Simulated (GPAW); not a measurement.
# Ge (P6_3/mmc) in GPAW: a series of runs

The runs below take Ge through equation of state, single point, band structure, with r2SCAN, TB-mBJ.

Program: GPAW 26.7.0. These are calculated values, not measurements. Logs are shortened: lines on timing, memory, paths and dates and some standing lists are left out, and cuts for length are marked. The log counts tension as positive stress, the text compression.

### 1 Starting point

The structure is hexagonal, space group P6_3/mmc (No. 194). Conventional cell: a = 3.998 Å, b = 3.998 Å, c = 6.599 Å, α = 90.00°, β = 90.00°, γ = 120.00°. Ge (site symmetry 3m) is surrounded by 4 Ge at 2.45 to 2.47 Å.

This isn't the form of Ge at room conditions, which is diamond.

### 2 Equation of state, r2SCAN

File run.py:

```python
from ase import Atoms
from ase.eos import EquationOfState
from ase.io import Trajectory
from ase.units import GPa
from gpaw import GPAW, PW

atoms = Atoms(['Ge', 'Ge', 'Ge', 'Ge'],
              cell=[[3.9975858431, 0.0, 0.0],
                    [-1.9987929216, 3.462010894, 0.0],
                    [0.0, 0.0, 6.59937795]],
              scaled_positions=[[0.3333333333, 0.6666666667, 0.93709875],
                                [0.6666666667, 0.3333333333, 0.43709875],
                                [0.3333333333, 0.6666666667, 0.56290125],
                                [0.6666666667, 0.3333333333, 0.06290125]],
              pbc=True)

traj = Trajectory('eos.traj', 'w')
volumes, energies = [], []
for x in [0.94, 0.96, 0.98, 1.0, 1.02, 1.04, 1.06]:
    a = atoms.copy()
    a.set_cell(atoms.cell * x**(1 / 3), scale_atoms=True)
    calc = GPAW(mode=PW(600),
                xc='MGGA_X_R2SCAN+MGGA_C_R2SCAN',
                kpts={'size': (6, 6, 4), 'gamma': True},
                occupations={'name': 'fermi-dirac', 'width': 0.05},
                nbands=18,
                convergence={'density': 1e-05, 'energy': 1e-05},
                maxiter=150,
                txt=f'eos-{x:.2f}.txt')
    a.calc = calc
    energies.append(a.get_potential_energy(force_consistent=True))
    volumes.append(a.get_volume())
    p = -a.get_stress()[:3].mean() / GPa
    calc.write(f'eos-{x:.2f}.gpw')
    traj.write(a)
    print(f'{x:.2f} {volumes[-1]:10.4f} A^3 {energies[-1]:14.6f} eV {p:9.3f} GPa', flush=True)

v0, e0, B = EquationOfState(volumes, energies, eos='birchmurnaghan').fit()
print(f'V0 = {v0:.4f} A^3, E0 = {e0:.6f} eV, B0 = {B / GPa:.2f} GPa')
```

Potentials or basis: GPAW PAW data sets (gpaw-data 1.2.1), pw.

On the command line:

```sh
OMP_NUM_THREADS=1 python run.py
```

The log of the run:

```text
__  _  _
 | _ |_)|_||  |
 |__||  | ||/\| - 26.7.0

Input parameters:
  mode=PW(ecut=600.0),
  convergence={'density': 1e-05, 'energy': 1e-05},
  kpts=MonkhorstPack(size=(6, 6, 4), gamma=True),
  maxiter=150,
  nbands=18,
  occupations=Occupations(name='fermi-dirac', width=0.05),
  xc=XC(name='MGGA_X_R2SCAN+MGGA_C_R2SCAN')

Diagonalizing LCAO Hamiltonian
Converting LCAO to pw mode

        Ge

        Ge
            Ge

            Ge

Atoms  # Å, Bohr magnetons
|   | symbol |         x |        y |        z |    initial magnetic moments |
|---|--------|-----------|----------|----------|-----------------------------|
| 0 |     Ge | -0.000000 | 2.260892 | 6.058024 | ( 0.0000,  0.0000,  0.0000) |
| 1 |     Ge |  1.957990 | 1.130446 | 2.825694 | ( 0.0000,  0.0000,  0.0000) |
| 2 |     Ge | -0.000000 | 2.260892 | 3.638965 | ( 0.0000,  0.0000,  0.0000) |
| 3 |     Ge |  1.957990 | 1.130446 | 0.406635 | ( 0.0000,  0.0000,  0.0000) |

Unit cell  # Å
| periodic |         x |        y |        z |  lengths |     angles |
|----------|-----------|----------|----------|----------|------------|
|      yes |  3.915980 | 0.000000 | 0.000000 | 3.915980 |  90.000000 |
|      yes | -1.957990 | 3.391338 | 0.000000 | 3.915980 |  90.000000 |
|      yes |  0.000000 | 0.000000 | 6.464659 | 6.464659 | 120.000000 |

Number of symmetries: 12
Symmetry operations  # r_c * U_cc + t_c -> r_c
|    | kind |            matrix            |
|----|------|------------------------------|
|  0 |  σ   |  1, 1, 0,  0,-1, 0,  0, 0, 1 |
|  1 |  S6  |  1, 1, 0, -1, 0, 0,  0, 0,-1 |
|  2 |  E   |  1, 0, 0,  0, 1, 0,  0, 0, 1 |
|  3 |  C2  |  1, 0, 0, -1,-1, 0,  0, 0,-1 |
|  4 |  C2  |  0, 1, 0,  1, 0, 0,  0, 0,-1 |
|  5 |  C3  |  0, 1, 0, -1,-1, 0,  0, 0, 1 |
|  6 |  S6  |  0,-1, 0,  1, 1, 0,  0, 0,-1 |
|  7 |  σ   |  0,-1, 0, -1, 0, 0,  0, 0, 1 |
|  8 |  σ   | -1, 0, 0,  1, 1, 0,  0, 0, 1 |
|  9 |  i   | -1, 0, 0,  0,-1, 0,  0, 0,-1 |
| 10 |  C3  | -1,-1, 0,  1, 0, 0,  0, 0, 1 |
| 11 |  C2  | -1,-1, 0,  0, 1, 0,  0, 0,-1 |

BZ-sampling:
  Number of BZ points: 144
  Number of IBZ points: 24

  Monkhorst-Pack size: [6, 6, 4]
  Monkhorst-Pack shift: [0.08333333333333333, 0.08333333333333333, 0.125]

K-points  # in reciprocal-cell coordinates
|     |                                coordinates |     weight |
|-----|--------------------------------------------|------------|
|   0 | (  0.00000000,   0.00000000,   0.00000000) | 0.00694444 |
|   1 | (  0.00000000,   0.00000000,   0.25000000) | 0.01388889 |
|   2 | (  0.00000000,   0.00000000,   0.50000000) | 0.00694444 |
|   3 | (  0.16666667,   0.00000000,  -0.25000000) | 0.04166667 |
|   4 | (  0.16666667,   0.00000000,   0.00000000) | 0.04166667 |
|   5 | (  0.16666667,   0.00000000,   0.25000000) | 0.04166667 |
|   6 | (  0.16666667,   0.00000000,   0.50000000) | 0.04166667 |
|   7 | (  0.33333333,  -0.16666667,   0.00000000) | 0.04166667 |
|   8 | (  0.33333333,  -0.16666667,   0.25000000) | 0.08333333 |
|   9 | (  0.33333333,  -0.16666667,   0.50000000) | 0.04166667 |
| ... |                                            |            |
|  23 | (  0.50000000,   0.50000000,   0.50000000) | 0.02083333 |

Plane wave coefficients: 2880
Cutoff: 600.0 eV

Spin-components: 1 (collinear spins)
Bands:           18
Projectors:      20
Spin-degeneracy: 2
Datatype:        complex128

Parallelization:
  kpt:    1
  domain: 1
  band:   1

Density:
  Valence electrons: 16.0
  Components: 1
  Grid points: [24 24 40]
  Charge: 0.0  # |e|

Potential:
  Grid points: [24 24 40]

species:
  Ge:
    name:    Germanium
    Z:       32.0
    valence: 4
    core:    28
    charge:  0.0  # [|e|]
    compensation charges:
      type: gauss
      rc: 0.32  # [Å]
      lmax: 2
    cutoffs:
      filter: 1.77  # [Å]
      core: 3.42  # [Å]
    projectors
    | kind |    occ | energy [eV] | rcut [Å] |
    |------|--------|-------------|----------|
    |   4s |  2.000 |     -11.726 |    1.005 |
    |   4p |  2.000 |      -3.896 |    1.005 |
    |    s |        |      15.485 |    1.005 |
    |    p |        |      23.315 |    1.005 |
    |    d |        |       0.000 |    1.005 |

    Using partial waves for Ge as LCAO basis

Reference energy: -228390.551410  # eV

eigensolver:
  PPCG
  Converge bands: occupied
  niter=2

density mixing:
  MSR1-Mixer
  Pratt-step length: 0.05
  Maximum mixing coefficient: 0.75
  Old densities: 10
  SVD Regularization: 0.005
  Good broyden scale: 1.0
  Trust region scale: 1.0
  Backstep threshold: 4.0
  History deletion threshold: 6.0
  Fourier metric: weight=20.0, sigma=0.015

occupation numbers:
  Fermi-Dirac:
    width: 0.0500  # eV

poisson solver:
  ecut: 4800.0  # eV

xc functional:
  name: MGGA_X_R2SCAN+MGGA_C_R2SCAN with 2 nearest neighbor stencil

convergence criteria:
[... 6 lines left out ...]
|iter     | |      energy | eigst |  dens |
|---------|-|-------------|-------|-------|
|iter:   1| |  -51.383316 | -0.39 |       |
|iter:   2| |  -49.687724 | -2.08 | -0.91 |
|iter:   3| |  -49.694180 | -1.55 | -0.91 |
|iter:   4| |  -49.767471 | -2.89 | -1.13 |
|iter:   5| |  -49.767870 | -4.32 | -2.36 |
|iter:   6| |  -49.768055 | -4.69 | -2.84 |
|iter:   7| |  -49.768058 | -6.47 | -3.79 |
|iter:   8| |  -49.768058c| -7.69c| -4.37 |
|iter:   9| |  -49.768058c| -8.17c| -5.20c|

Converged in 9 steps
Energy contributions relative to reference atoms: (reference = -228390.551410)

Energy contributions:
  Kinetic:          59.937572
  Coulomb:         -51.773424
  Zero:             -0.119595
  External:          0.000000
  Xc:              -57.812336
  Entropy:          -0.000548
  Spinorbit:         0.000000
  ----------------------------
  Free energy:     -49.768331
  Extrapolated:    -49.768058

dipole moment: (0.000243, 0.000421, 0.000803)  # |e|*Ang

Fermi level: 6.708
Eigenvalues  # (at kpt = [0.000, 0.000, 0.000])
| band index |      eig [eV] | occ [0-2] |
|------------|---------------|-----------|
|          0 |        -7.370 |     2.000 |
|          1 |        -5.094 |     2.000 |
|          2 |        -1.768 |     2.000 |
|          3 |         4.751 |     2.000 |
|          4 |         4.751 |     2.000 |
|          5 |         6.240 |     2.000 |
[... 8 lines left out ...]
|         14 |        11.387 |     0.000 |
|         15 |        13.287 |     0.000 |
|        ... |               |           |
|         17 |        14.221 |     0.000 |

Gap: 0.260 eV
Transition (v -> c):
  (s=0, k=0, n=7, [0.00, 0.00, 0.00]) -> (s=0, k=0, n=8, [0.00, 0.00, 0.00])
No difference between direct/indirect transitions

Stress tensor  # eV/Ang^3
|         x |         y |         z |
|-----------|-----------|-----------|
| -0.033308 | -0.000000 |  0.000000 |
| -0.000000 | -0.033308 |  0.000000 |
|  0.000000 |  0.000000 | -0.032203 |

# Writing to eos-0.94.gpw (mode='')
```

Run time: 10 min. Hardware: 1 thread of Arm Neoverse V2, shared host; peak memory 0.54 GiB.

Results:

```
Equilibrium volume                        : 22.86 Å³/atom (rough: see the caveat)
Bulk modulus at fixed shape and positions : 71 GPa (rough)
```

Energy against volume, from the lowest point:
```
volume (Å³/atom)  energy (meV/atom)
          21.463              21.78
          21.920               9.47
          22.377               2.38
          22.833               0.00
          23.290               1.74
          23.747               6.94
          24.203              15.22
```

Caveat: the points scatter about the fit; the cell was scaled at fixed shape and fractional positions, which overstates the stiffness of a crystal with free parameters, most of all of layers and chains; the PAW data sets were made with another functional, which shifts forces and pressure a little.

### 3 Single point, TB-mBJ

File run.py:

```python
from ase import Atoms
from ase.dft.bandgap import bandgap
from ase.io import write
from gpaw import GPAW, PW

atoms = Atoms(['Ge', 'Ge', 'Ge', 'Ge'],
              cell=[[3.9975858431, 0.0, 0.0],
                    [-1.9987929216, 3.462010894, 0.0],
                    [0.0, 0.0, 6.59937795]],
              scaled_positions=[[0.3333333333, 0.6666666667, 0.93709875],
                                [0.6666666667, 0.3333333333, 0.43709875],
                                [0.3333333333, 0.6666666667, 0.56290125],
                                [0.6666666667, 0.3333333333, 0.06290125]],
              pbc=True)

calc = GPAW(mode=PW(600),
            xc='TB09',
            kpts={'size': (6, 6, 4), 'gamma': True},
            occupations={'name': 'fermi-dirac', 'width': 0.05},
            nbands=18,
            convergence={'density': 1e-05, 'energy': 1e-05},
            eigensolver='cg',
            maxiter=150,
            txt='gpaw.txt')
atoms.calc = calc
energy = atoms.get_potential_energy()
calc.write('gs.gpw')
write('result.traj', atoms)
print('Fermi level:', round(calc.get_fermi_level(), 4), 'eV')
print(f'Gap: {bandgap(calc)[0]:.4f} eV, direct: {bandgap(calc, direct=True)[0]:.4f} eV')
```

Potentials or basis: GPAW PAW data sets for LDA (gpaw-data 1.2.1), pw.

On the command line:

```sh
OMP_NUM_THREADS=1 python run.py
```

It took 72 s on 1 thread of Arm Neoverse V2, shared host; peak memory 0.23 GiB.

It converged, with:

```
Band gap on the k mesh : 0.46 eV, direct
```

Levels at points of the mesh, in eV from the valence-band top:
| k point | band 4 | band 5 | band 6 | band 7 | band 8 | band 9 | band 10 | band 11 | band 12 | band 13 |
| --- | --- | --- | --- | --- | --- | --- | --- | --- | --- | --- |
| (0.00, 0.00, 0.00) | -1.54 | -1.54 | -0.27 | 0.00 | 0.00 | 0.46 | 0.79 | 2.48 | 2.48 | 2.99 |
| (0.00, 0.00, 0.50) | -4.63 | -0.93 | -0.93 | -0.93 | -0.93 | 1.22 | 1.22 | 3.56 | 3.56 | 3.56 |
| (0.50, 0.50, 0.00) | -6.59 | -4.48 | -3.06 | -2.73 | -1.50 | 0.96 | 2.12 | 3.88 | 3.90 | 4.57 |
| (0.50, 0.50, 0.50) | -7.70 | -2.53 | -2.53 | -2.43 | -2.43 | 0.99 | 0.99 | 2.41 | 2.41 | 6.30 |

Caveat: a model potential gives levels but no total energy; the PAW data sets were made with another functional, which shifts forces and pressure a little.

### 4 Band structure, r2SCAN

Edit run.py of step 3 so:

```diff
@@ -3,2 +3,3 @@
 from ase.io import write
+from ase.units import GPa
 from gpaw import GPAW, PW
@@ -16,3 +17,3 @@
 calc = GPAW(mode=PW(600),
-            xc='TB09',
+            xc='MGGA_X_R2SCAN+MGGA_C_R2SCAN',
             kpts={'size': (6, 6, 4), 'gamma': True},
@@ -21,3 +22,2 @@
             convergence={'density': 1e-05, 'energy': 1e-05},
-            eigensolver='cg',
             maxiter=150,
@@ -26,5 +26,18 @@
 energy = atoms.get_potential_energy()
+forces = atoms.get_forces()
+stress = atoms.get_stress()
 calc.write('gs.gpw')
 write('result.traj', atoms)
+print(f'Energy: {energy:.6f} eV')
+print('Forces (eV/A):')
+print(forces.round(4))
+print('Stress (GPa):', (stress / GPa).round(3))
 print('Fermi level:', round(calc.get_fermi_level(), 4), 'eV')
 print(f'Gap: {bandgap(calc)[0]:.4f} eV, direct: {bandgap(calc, direct=True)[0]:.4f} eV')
+
+path = atoms.cell.bandpath('GMKGALHA,LM,KH', npoints=60, eps=1e-4)
+bs_calc = calc.fixed_density(kpts=path, symmetry='off', nbands=34,
+                             convergence={'bands': 'CBM+6.0', 'eigenstates': 1e-6}, txt='bands.txt')
+bs = bs_calc.band_structure()
+bs.write('bs.json')
+print(f'Gap on the path: {bandgap(bs_calc)[0]:.4f} eV')
```

Potentials or basis: GPAW PAW data sets (gpaw-data 1.2.1), pw.

On the command line:

```sh
OMP_NUM_THREADS=1 python run.py
```

Wall time 3.5 min (1 thread of Arm Neoverse V2, shared host); peak memory 0.38 GiB.

Results (log left out):

| Item | Value |
| --- | --- |
| Free energy | -49.8554 eV |
| Pressure | 0.0 GPa |
| Band gap on the k mesh | 0.09 eV, direct |
| Band gap along the path | 0.09 eV, direct |

Stress tensor (GPa, compression positive):
```
 0.15  0.00  0.00
 0.00  0.15  0.00
 0.00  0.00 -0.15
```

Levels at the corners of the path, in eV from the valence-band top:
| point | band 6 | band 7 | band 8 | band 9 | band 10 | band 11 |
| --- | --- | --- | --- | --- | --- | --- |
| Γ | -0.29 | 0.00 | 0.00 | 0.09 | 0.29 | 2.31 |
| M | -3.33 | -3.02 | -1.64 | 0.63 | 1.85 | 3.72 |
| K | -3.71 | -3.71 | -3.45 | 1.56 | 4.85 | 4.85 |
| Γ | -0.29 | 0.00 | 0.00 | 0.09 | 0.29 | 2.31 |
| A | -1.03 | -1.03 | -1.03 | 0.87 | 0.87 | 3.48 |
| L | -2.77 | -2.65 | -2.65 | 0.64 | 0.64 | 2.27 |
| H | -4.56 | -2.25 | -2.25 | 1.41 | 1.41 | 4.32 |
| A | -1.03 | -1.03 | -1.03 | 0.87 | 0.87 | 3.48 |
| L | -2.77 | -2.65 | -2.65 | 0.64 | 0.64 | 2.27 |
| M | -3.33 | -3.02 | -1.64 | 0.63 | 1.85 | 3.72 |
| K | -3.71 | -3.71 | -3.45 | 1.56 | 4.85 | 4.85 |
| H | -4.56 | -2.25 | -2.25 | 1.41 | 1.41 | 4.32 |

Caveat: the PAW data sets were made with another functional, which shifts forces and pressure a little. r2SCAN opens gaps a little over a GGA but as a rule still falls short of measured ones.

### 5 Overview

| task | level | potentials or basis | band path | band points | gap on the mesh (eV) |
| --- | --- | --- | --- | --- | --- |
| equation of state | r2SCAN | GPAW PAW data sets (gpaw-data 1.2.1), pw | - | - | - |
| single point | TB-mBJ | GPAW PAW data sets for LDA (gpaw-data 1.2.1), pw | - | - | 0.46 |
| band structure | r2SCAN | GPAW PAW data sets (gpaw-data 1.2.1), pw | GMKGALHA,LM,KH | 60 | 0.09 |

Alike in all rows: no spin polarisation; cell as given; k mesh 6 × 6 × 4; cutoff (eV) 600; smearing fermi-dirac 0.05 eV.

Caveats: the PAW data sets were made with another functional, which shifts forces and pressure a little; the points scatter about the fit (some runs); the cell was scaled at fixed shape and fractional positions, which overstates the stiffness of a crystal with free parameters, most of all of layers and chains (some runs); a model potential gives levels but no total energy (some runs).

Total energies depend on the potentials used, so only differences within one code and one set of settings carry meaning.
